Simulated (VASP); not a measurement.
# Te, self-consistent run: which settings are enough?

Te, Imma (no. 74), 2 atoms in the cell. PBE with TS; PAW potentials Te (PBE set). VASP 6.6.1.

Wanted: energy within 2 meV/atom; pressure within 0.1 GPa.

POSCAR:
```
Te
1.0
   -2.9577914636      3.8759656627      1.5351528885
    2.9577914636     -3.8759656627      1.5351528885
    2.9577914636      3.8759656627     -1.5351528885
Te
2
Direct
    0.0009290200      0.7509290200      0.2500000000
    0.9990709800      0.2490709800      0.7500000000
```

## Inputs of the Tkatchenko-Scheffler term

| Inputs of the Tkatchenko-Scheffler term | Energy less reference (meV/atom) | Pressure (GPa) | SCF iterations | Time (s) |
|---|---|---|---|---|
| default | 0.0 | 0.25 | 13 | 45 |
| VDW_RADIUS = 15 | 4.1 | 0.29 | 13 | 45 |
| VDW_RADIUS = 100 | -0.1 | 0.25 | 13 | 46 |
| VDW_SR = 0.9 | -37.2 | -0.25 | 13 | 46 |
| VDW_D = 15.0 | -4.9 | 0.02 | 13 | 48 |
| VDW_ALPHA = 40.000, VDW_C6AU = 445.000 | -27.4 | 0.17 | 13 | 48 |
| VDW_ALPHA = 40.000, VDW_C6AU = 489.500 | -52.3 | 0.10 | 13 | 47 |

Chosen: default; no other choice that stays within half of the tolerance saves 30 % of the time.

## The input

INCAR:
```
SYSTEM = Te
PREC = Accurate
ENCUT = 520
EDIFF = 1E-7
ISMEAR = 0
SIGMA = 0.02
LREAL = .FALSE.
LASPH = .TRUE.
ALGO = Normal
NELM = 100
ISIF = 2
LWAVE = .FALSE.
LCHARG = .FALSE.
IVDW = 2
```

KPOINTS:
```
k-points
0
Gamma
  7 7 7
```

Commands:
```
cat potpaw_PBE.64/Te/POTCAR > POTCAR
mpirun -np 1 vasp_std > vasp.out
```

The chosen input took VASP 6.6.1 45 s on 1 core (Intel Xeon Platinum 8375C @ 2.90GHz (Ice Lake)), a shared host.
